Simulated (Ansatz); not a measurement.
# In2O3 (R-3c) in Ansatz: settings compared, part 2 of 2

Ansatz 0.2.0. The steps go on from the part before.

### 4 Relaxation of cell and atoms, LDA

File input.yaml:

```yaml
crystal:
  lattice:
    - [2.7435, 1.5839604635, 4.8366666667]
    - [-2.7435, 1.5839604635, 4.8366666667]
    - [0.0, -3.167920927, 4.8366666667]
  atoms:
    - { symbol: In, position: [0.85731, 0.85731, 0.85731] }
    - { symbol: In, position: [0.64269, 0.64269, 0.64269] }
    - { symbol: In, position: [0.14269, 0.14269, 0.14269] }
    - { symbol: In, position: [0.35731, 0.35731, 0.35731] }
    - { symbol: O, position: [0.048, 0.75, 0.452] }
    - { symbol: O, position: [0.75, 0.452, 0.048] }
    - { symbol: O, position: [0.452, 0.048, 0.75] }
    - { symbol: O, position: [0.952, 0.25, 0.548] }
    - { symbol: O, position: [0.25, 0.548, 0.952] }
    - { symbol: O, position: [0.548, 0.952, 0.25] }
hamiltonian:
  xc: lda
  pseudopotentials: { kind: paw }
kpoints:
  mp_grid: { grid: [6, 6, 6] }
scf:
  occupations: { method: fermi_dirac, width: 0.05 }
output:
  forces: true
  stress: true
  eigenvalues: true
relax:
  f_tol: 0.01
  max_steps: 40
  cell: { stress_tol: 0.05 }
```

Potentials or basis: Ansatz PAW.

Command:

```bash
$ ansatz run input.yaml --threads 4 --pin off --max-ram 11264MiB --backend cpu --events-out ev --progress --plain --runs-dir out
```

The program printed:

```text
Warning: RAYON_NUM_THREADS=4 ignored (pool sized by the plan → 4); use --threads N
Engine: ansatz 0.2.0, x86_64-unknown-linux-gnu
Pseudopotentials: kind: paw
Pseudopotential: In, paw, valence charge 13, recommended cutoff 420 eV (normal), In.paw.azcp
Pseudopotential: O, paw, valence charge 6, recommended cutoff 420 eV (normal), O.paw.azcp
Functional definition: SPW92
  exchange = slater_x
  correlation = pw_c
Crystal: 10 atoms, lattice volume = 126.109 Å³
Basis set: ecut = 420 eV, 2453 PW (Γ)
Bands: 54, of which v1, the nominal top of the filled ones, is band 44 counted from 1 (43 counted from 0)
Symmetry: 12 space group operations
Space group: R-3c (ITA 167), of the structure as read, at distance tolerance 5.0e-5 Å
k-points: 32 of 216
Non-local potential: In, projectors of the file, l = 0: 2, l = 1: 2, l = 2: 2, l = 3: 2
Non-local potential: O, projectors of the file, l = 0: 2, l = 1: 2, l = 2: 1
PAW form: soft (Blöchl's): semilocal exchange-correlation on the pseudo side does not see the compensation charge
PAW frozen core: In, regenerated for the run's functional, and the local potential with it (the file was generated under x = pbe(κ = 0.804, μ = 0.2195149727645171), c = pbe(β = 0.06672455060314922))
PAW frozen core: O, regenerated for the run's functional, and the local potential with it (the file was generated under x = pbe(κ = 0.804, μ = 0.2195149727645171), c = pbe(β = 0.06672455060314922))
PAW one-centre angular grid: In, 590 points (default); XC on 64 Gauss nodes
PAW one-centre angular grid: O, 110 points (default); XC on 64 Gauss nodes
Initial density: superposition of atomic densities (neutral atoms: chi_scale 0, normalization atom), corrected by the library's trained network
Initial wavefunctions: pseudopotential atomic-orbital guess
Functional: x = slater, c = lda
SCF iter   1: F=—  HF=-25161.461543 eV  |F-HF|=—  |Δ(HF+E_count)|=         —  Δρ=1.99e-2  dr2=4.23e-1  ethr=1.77e-3  ⟨swp⟩=6.2  Hψ=7151  notcnv=0  defer=16
preconditioner: auto → Resta (q_TF=auto, 2.569 Å⁻¹)  ε∞=4.7  [insulator: Δε(μ)=0.990 eV  Ē_g=16.046 eV  σ=0.050 eV  W_gap=1.00  n_scr=32 (ndim 8)  ℏωp=31.0 eV  f_vac=0.019  D(μ)=0.00/eV (n_scr^D=0)  ε∞_Penn≈4.7]
SCF iter   2: F=—  HF=-25161.344596 eV  |F-HF|=—  |Δ(HF+E_count)|=   1.17e-1  Δρ=5.38e-3  dr2=1.58e-2  ethr=4.80e-4  ⟨swp⟩=2.2  Hψ=2759  notcnv=0  defer=139
SCF iter   3: F=—  HF=-25161.339133 eV  |F-HF|=—  |Δ(HF+E_count)|=   5.46e-3  Δρ=2.14e-3  dr2=3.67e-3  ethr=1.80e-5  ⟨swp⟩=2.2  Hψ=2955  notcnv=0  defer=139
SCF iter   4: F=—  HF=-25161.337912 eV  |F-HF|=—  |Δ(HF+E_count)|=   1.22e-3  Δρ=4.64e-4  dr2=1.82e-4  ethr=4.17e-6  ⟨swp⟩=2.0  Hψ=2850  notcnv=0  defer=139
SCF iter   5: F=—  HF=-25161.337891 eV  |F-HF|=—  |Δ(HF+E_count)|=   2.08e-5  Δρ=7.61e-5  dr2=7.09e-6  ethr=2.07e-7  ⟨swp⟩=1.0  Hψ=1589  notcnv=0  defer=139
SCF iter   6: F=—  HF=-25161.337886 eV  |F-HF|=—  |Δ(HF+E_count)|=   5.17e-6  Δρ=1.32e-5  dr2=2.92e-7  ethr=8.06e-9  ⟨swp⟩=2.6  Hψ=2754  notcnv=0  defer=139
[... 78 lines left out ...]
SCF converged after 5 iterations
Free energy (F): -25161.368516 eV
Harris-Foulkes:  -25161.368516 eV  (|F-HF|=0.00e0)
Internal energy: -25161.368516 eV  (E = F + TS)
E sigma→0 (E₀):  -25161.368516 eV
Entropy (-TS):   -0.000000 eV (-0.000 meV/atom)
Fermi energy:    9.637972 eV
--- Per-component energies (eV) ---
  E_band       = 35.225967
  E_kinetic    = 2033.180769
  E_local      = -5805.064423  (includes V_loc(G=0)·N_el)
  E_nonlocal   = 1797.700657
  E_hartree    = 2219.200758
  E_xc         = -1283.570194
  E_vxc        = -958.229735  (∫ρ·V_xc dr)
  E_paw        = -16968.932842  (= ΣΔE_a)
  E_vpaw       = -1470.777665  (= ΣTr[D̂ρ^β])
  E_aug_tail   = 0.014847  (compensation charges beyond the density's cutoff)
  E_ewald      = -7155.617762
  E_core_change = 1.719675  (= ΣΔE_core)
  E_smearing   = -0.000000  (= −TS)
  E_closure    = 0.000000  (closes the sum)
  Σ components = -25161.368516   (vs F -25161.368516, Δ=0.00e0)
--- Forces (eV/Å), atoms counted from 1 ---
  atom   1  In     0.00000000    -0.00000000     0.00000719
  atom   2  In     0.00000000     0.00000000    -0.00000719
  atom   3  In    -0.00000000     0.00000000    -0.00000719
  atom   4  In    -0.00000000    -0.00000000     0.00000719
  atom   5  O      0.00000306     0.00000530     0.00000000
  atom   6  O      0.00000306    -0.00000530    -0.00000000
  atom   7  O     -0.00000612    -0.00000000     0.00000000
  atom   8  O     -0.00000306    -0.00000530    -0.00000000
  atom   9  O     -0.00000306     0.00000530     0.00000000
  atom  10  O      0.00000612     0.00000000    -0.00000000
  max |Σ_I F_I| component: 1.39e-17 eV/Å
--- Stress (GPa, compression-positive) ---
       -0.004377      -0.000000      -0.000000
       -0.000000      -0.004377       0.000000
       -0.000000       0.000000      -0.008354
  P = ⅓ Tr σ = -0.0057 GPa (-0.057 kbar)
--- Band table (eV; the first three rows and the last of 32) ---
  k-point 0: bands = ["-8.6750", "-7.6953", "-7.6953", "-7.4528", "-7.4528", "-7.3540", "-3.3714", "-3.3714", "-3.1948", "-3.1948", "-3.1917", "-3.0554", "-3.0274", "-3.0274", "-2.9747", "-2.9747", "-2.9116", "-2.9116", "-2.7802", "-2.7802", "-2.7686", "-2.7662", "-2.4487", "-2.4487", "-1.6634", "-1.6634", "3.0364", "3.3580", "4.6728", "4.6728", "5.4165", "5.7651", "6.1158", "6.1158", "6.2529", "8.0804", "8.0804", "8.3503", "8.4865", "8.4865", "8.6104", "8.6104", "8.8612", "8.8612", "10.1809", "14.2988", "15.1240", "16.0728", "18.1314", "18.1314", "18.2845", "18.3304", "18.6737", "18.6737"]
  k-point 1: bands = ["-8.5905", "-7.6850", "-7.6786", "-7.5285", "-7.4713", "-7.3849", "-3.3535", "-3.3379", "-3.2212", "-3.2059", "-3.1689", "-3.0738", "-3.0128", "-3.0052", "-2.9974", "-2.9798", "-2.9248", "-2.9108", "-2.8073", "-2.7778", "-2.7761", "-2.6756", "-2.4794", "-2.4300", "-1.7947", "-1.7056", "3.1593", "3.3589", "4.3437", "5.0574", "5.2177", "5.9222", "6.2574", "6.5322", "6.7235", "7.2977", "7.9386", "7.9861", "8.3558", "8.3813", "8.6284", "8.6754", "8.6955", "8.8304", "11.0587", "14.6277", "14.9884", "15.7971", "17.1354", "17.5800", "18.4443", "18.5179", "19.2398", "19.2640"]
  k-point 2: bands = ["-8.3604", "-7.7481", "-7.6469", "-7.6291", "-7.5216", "-7.4589", "-3.3276", "-3.2815", "-3.2217", "-3.1981", "-3.1430", "-3.0966", "-3.0546", "-3.0307", "-2.9871", "-2.9746", "-2.9201", "-2.8970", "-2.8507", "-2.7795", "-2.7713", "-2.6081", "-2.4353", "-2.3779", "-2.0485", "-1.8555", "3.4072", "3.6474", "3.8991", "5.1266", "5.6423", "6.1091", "6.2700", "6.7308", "7.1269", "7.2736", "7.5460", "7.6335", "8.2002", "8.2370", "8.2518", "8.3466", "8.7467", "8.8914", "12.4851", "14.7550", "14.8882", "15.1155", "16.6775", "17.2057", "18.1735", "18.7738", "18.9779", "19.1321"]
  k-point 31: bands = ["-8.0599", "-8.0599", "-7.5771", "-7.5771", "-7.5771", "-7.5771", "-3.2518", "-3.2518", "-3.2400", "-3.2400", "-3.2400", "-3.2400", "-3.0492", "-3.0492", "-3.0492", "-3.0492", "-2.7989", "-2.7989", "-2.7989", "-2.7989", "-2.6639", "-2.6639", "-2.1566", "-2.1566", "-2.1566", "-2.1566", "3.6745", "3.6745", "5.1597", "5.1597", "5.8523", "5.8523", "5.8523", "5.8523", "6.7760", "6.7760", "7.7364", "7.7364", "7.7364", "7.7364", "8.6925", "8.6925", "8.6925", "8.6925", "13.3001", "13.3001", "16.0683", "16.0683", "17.0410", "17.0410", "18.5939", "18.5939", "18.5939", "18.5939"]
--- Relaxed structure (6 steps of the walk, 6 accepted, 2 SCFs on fresh bases) ---
  F+E_penalty+E_count = -25161.36851583 eV   max|allowed force component| = 7.192e-6 eV/Å   (the final SCF, on the basis selected at the relaxed cell)
  cell:  # Å, volume = 123.7656 Å³
    - [2.7308916753128867, 1.576681043869603, 4.790716461885191]
    - [-2.7308916753128867, 1.576681043869603, 4.790716461885191]
    - [-5.0461939888502e-18, -3.153362087739206, 4.790716461885191]
  atoms:
    - { symbol: In, position: [0.8576777661166957, 0.8576777661166957, 0.8576777661166957] }
    - { symbol: In, position: [0.6423222338833046, 0.6423222338833046, 0.6423222338833046] }
    - { symbol: In, position: [0.14232223388330467, 0.14232223388330467, 0.14232223388330467] }
    - { symbol: In, position: [0.35767776611669533, 0.35767776611669533, 0.35767776611669533] }
    - { symbol: O, position: [0.04553289690512957, 0.75, 0.4544671030948706] }
    - { symbol: O, position: [0.75, 0.4544671030948706, 0.04553289690512946] }
    - { symbol: O, position: [0.45446710309487065, 0.04553289690512946, 0.7500000000000001] }
    - { symbol: O, position: [0.9544671030948706, 0.25, 0.5455328969051295] }
    - { symbol: O, position: [0.25, 0.5455328969051295, 0.9544671030948706] }
    - { symbol: O, position: [0.5455328969051295, 0.9544671030948706, 0.25] }
```

Run time: 28 s. Hardware: 4 threads of Intel Xeon Platinum 8259CL at 2.50GHz (Skylake/Cascade Lake), shared host; peak memory 0.64 GiB.

Results:

```yaml
Free_energy: -25161.3685 eV
Relaxed_volume: 12.38 Å³/atom
Relaxed_cell: a = 5.735 Å, b = 5.735 Å, c = 5.735 Å, α = 56.87°, β = 56.87°, γ = 56.87°
Space_group_after_relaxing_to_0.05_Å: R-3c (No. 167)
Energy_gained_by_relaxing: 3.1 meV/atom
Ionic_steps: 8
Pressure_after_relaxing: 0.0 GPa
Band_gap_on_the_k_mesh: 1.29 eV, indirect (least direct gap 1.32 eV)
```

The path:
```
step  energy change (eV)  largest force (eV/Å)  volume (Å³)
   1              0.0000                0.1670       126.11
   2             -0.0426                0.0535       123.49
   3             -0.0423                0.0204       123.78
   4             -0.0421                0.0145       123.86
   5             -0.0421                0.0005       123.86
   6             -0.0307                0.0010       123.86
   7             -0.0312                0.0001       123.77
   8             -0.0306                0.0000       123.77
```

Final structure:
```yaml
crystal:
  lattice:
    - [2.73089, 1.57668, 4.79072]
    - [-2.73089, 1.57668, 4.79072]
    - [0.00000, -3.15336, 4.79072]
  atoms:
    - { symbol: In, position: [0.85768, 0.85768, 0.85768] }
    - { symbol: In, position: [0.64232, 0.64232, 0.64232] }
    - { symbol: In, position: [0.14232, 0.14232, 0.14232] }
    - { symbol: In, position: [0.35768, 0.35768, 0.35768] }
    - { symbol: O, position: [0.04553, 0.75000, 0.45447] }
    - { symbol: O, position: [0.75000, 0.45447, 0.04553] }
    - { symbol: O, position: [0.45447, 0.04553, 0.75000] }
    - { symbol: O, position: [0.95447, 0.25000, 0.54553] }
    - { symbol: O, position: [0.25000, 0.54553, 0.95447] }
    - { symbol: O, position: [0.54553, 0.95447, 0.25000] }
```

Levels at points of the mesh, in eV from the valence-band top:
| k point | band 42 | band 43 | band 44 | band 45 | band 46 | band 47 |
| --- | --- | --- | --- | --- | --- | --- |
| (0.00, 0.00, 0.00) | -0.28 | -0.03 | -0.03 | 1.29 | 5.41 | 6.23 |
| (0.00, 0.00, -0.50) | -0.75 | -0.07 | -0.07 | 4.97 | 4.97 | 5.85 |
| (0.00, -0.50, -0.50) | -0.34 | -0.08 | -0.04 | 5.23 | 5.50 | 6.45 |
| (-0.50, -0.50, -0.50) | -0.20 | -0.20 | -0.20 | 4.41 | 4.41 | 7.18 |

Caveat: the plane-wave basis is chosen anew once the cell has moved, so the energies of steps on either side of that aren't comparable; the pressure holds a Pulay correction of +0.9 GPa for the finite cutoff; spin-orbit coupling is left out, which moves the levels of the heavy elements; the PAW data sets come from PBE, with cores solved anew for the run's functional, which leaves a small shift of forces and pressure. Expect the measured gap to be larger: semilocal functionals such as LDA lack the derivative discontinuity.

### 5 Relaxation of cell and atoms, PBE

Changes to input.yaml since step 4:

```diff
@@ -17,3 +17,3 @@
 hamiltonian:
-  xc: lda
+  xc: pbe
   pseudopotentials: { kind: paw }
```

Command:

```bash
$ ansatz run input.yaml --threads 4 --pin off --max-ram 11264MiB --backend cpu --events-out ev --progress --plain --runs-dir out
```

Run time: 28 s. Hardware: 4 threads of Intel Xeon Platinum 8259CL at 2.50GHz (Skylake/Cascade Lake), shared host; peak memory 0.67 GiB.

Results (log left out):

- Free energy: -25796.4578 eV
- Relaxed volume: 13.24 Å³/atom
- Relaxed cell: a = 5.878 Å, b = 5.878 Å, c = 5.878 Å, α = 56.62°, β = 56.62°, γ = 56.62°
- Space group after relaxing (to 0.05 Å): R-3c (No. 167)
- Energy gained by relaxing: 16.2 meV/atom
- Ionic steps: 8
- Pressure after relaxing: 0.0 GPa
- Band gap on the k mesh: 0.97 eV, indirect (least direct gap 1.04 eV)

Step by step:
```csv
step,energy change (eV),largest force (eV/Å),volume (Å³)
1,0.0000,0.1259,126.11
2,-0.1247,0.0970,132.55
3,-0.1278,0.0559,132.15
4,-0.1292,0.0277,132.09
5,-0.1291,0.0081,132.14
6,-0.1613,0.0061,132.14
7,-0.1604,0.0001,132.41
8,-0.1616,0.0001,132.41
```

Final structure:
```
In O
1.0
     2.78762    1.60944    4.91885
    -2.78762    1.60944    4.91885
     0.00000   -3.21887    4.91885
In O
4 6
Direct
  0.85721 0.85721 0.85721
  0.64279 0.64279 0.64279
  0.14279 0.14279 0.14279
  0.35721 0.35721 0.35721
  0.04655 0.75000 0.45345
  0.75000 0.45345 0.04655
  0.45345 0.04655 0.75000
  0.95345 0.25000 0.54655
  0.25000 0.54655 0.95345
  0.54655 0.95345 0.25000
```

Levels at points of the mesh, in eV from the valence-band top:
| k point | band 42 | band 43 | band 44 | band 45 | band 46 | band 47 |
| --- | --- | --- | --- | --- | --- | --- |
| (0.00, 0.00, 0.00) | -0.24 | -0.08 | -0.08 | 0.97 | 5.33 | 5.86 |
| (0.00, 0.00, -0.50) | -0.72 | -0.06 | -0.06 | 4.63 | 4.63 | 5.55 |
| (0.00, -0.50, -0.50) | -0.35 | -0.10 | -0.05 | 4.81 | 5.19 | 6.06 |
| (-0.50, -0.50, -0.50) | -0.19 | -0.19 | -0.19 | 4.10 | 4.10 | 6.73 |

Caveat: the plane-wave basis is chosen anew once the cell has moved, so the energies of steps on either side of that aren't comparable; the pressure holds a Pulay correction of +0.7 GPa for the finite cutoff; spin-orbit coupling is left out, which moves the levels of the heavy elements.

### 6 Overview

```csv
level,cutoff (eV),gap on the mesh (eV),pressure (GPa),relaxed volume (Å³/atom)
PBEsol,420,1.12,0.0,12.75
r2SCAN,500,1.80,0.0,12.75
LDA,420,1.29,0.0,12.38
PBE,420,0.97,0.0,13.24
```

Alike in all rows: task relaxation of cell and atoms; potentials or basis Ansatz PAW; no spin polarisation; cell relaxed; k mesh 6 × 6 × 6; smearing fermi-dirac 0.05 eV.

Caveats: the plane-wave basis is chosen anew once the cell has moved, so the energies of steps on either side of that aren't comparable; spin-orbit coupling is left out, which moves the levels of the heavy elements; the PAW data sets come from PBE, with cores solved anew for the run's functional, which leaves a small shift of forces and pressure (some runs).

Absolute energies hang on the potentials; compare differences alone.
